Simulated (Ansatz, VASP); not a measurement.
Given: the input of a run of Ansatz 0.2.0 on MgS (Niningerite).

input.yaml

```yaml
crystal:
  lattice:
    - [0.0, 2.5841887356, 2.5841887356]
    - [2.5841887356, 0.0, 2.5841887356]
    - [2.5841887356, 2.5841887356, 0.0]
  atoms:
    - { symbol: S, position: [0.5, 0.5, 0.5] }
    - { symbol: Mg, position: [0.0, 0.0, 0.0] }
hamiltonian:
  xc: pbe
  pseudopotentials: { kind: paw, azcp: { folder: soft_1 } }
kpoints:
  mp_grid: { grid: [9, 9, 9] }
scf:
  occupations: { method: fermi_dirac, width: 0.05 }
output:
  forces: true
  stress: true
  eigenvalues: true
```

Potentials or basis: Ansatz PAW soft_1.

Run with:

```sh
$ ansatz run input.yaml --threads 1 --pin off --max-ram 3584MiB --backend cpu --events-out ev --progress --plain --runs-dir out
```

**Question.** Translate it to VASP 6.6.1. Potentials there: VASP PAW PBE potentials, release 64 (S, Mg).

**Answer.** As run (the cutoff follows the program's own potentials):

INCAR

```
SYSTEM = MgS
  PREC = Accurate
  ENCUT = 520
  EDIFF = 1E-6
  ISMEAR = -1
  SIGMA = 0.05
  LREAL = .FALSE.
  LASPH = .TRUE.
  NELM = 60
  ALGO = Normal
  ISIF = 2
  LWAVE = .FALSE.
  LCHARG = .FALSE.
  GGA = PE
  NBANDS = 11
```

File KPOINTS:

```
Automatic mesh
0
G
  9 9 9
  0 0 0
```

Contents of POSCAR:

```
MgS
1.0
    0.0000000000      2.5841887356      2.5841887356
    2.5841887356      0.0000000000      2.5841887356
    2.5841887356      2.5841887356      0.0000000000
S Mg
1 1
Direct
    0.5000000000      0.5000000000      0.5000000000
    0.0000000000      0.0000000000      0.0000000000
```

Potentials or basis: VASP PAW PBE potentials, release 64 (S, Mg).

Launch:

```console
$ cat potpaw_PBE.64/S/POTCAR potpaw_PBE.64/Mg/POTCAR > POTCAR
$ mpirun -np 1 vasp_std > vasp.out
```

Both were run:

|  | VASP | Ansatz | Ansatz less VASP |
| --- | --- | --- | --- |
| gap on the k mesh at the Fermi level (eV) | 2.95 | 2.96 | +0.012 |
| least direct gap on the mesh (eV) | 3.87 | 3.88 | +0.011 |
| pressure (GPa) | 2.5 | 2.8 | +0.31 |

The two sets of potentials don't hold the same shells in valence.

Caveats: an odd mesh through Γ misses points on the zone boundary, where band edges often lie (VASP); odd divisions of the mesh miss points on the zone boundary, where band edges often lie, so the gap on the mesh can be too wide (Ansatz). Expect the measured gap to be larger: semilocal functionals such as PBE lack the derivative discontinuity.
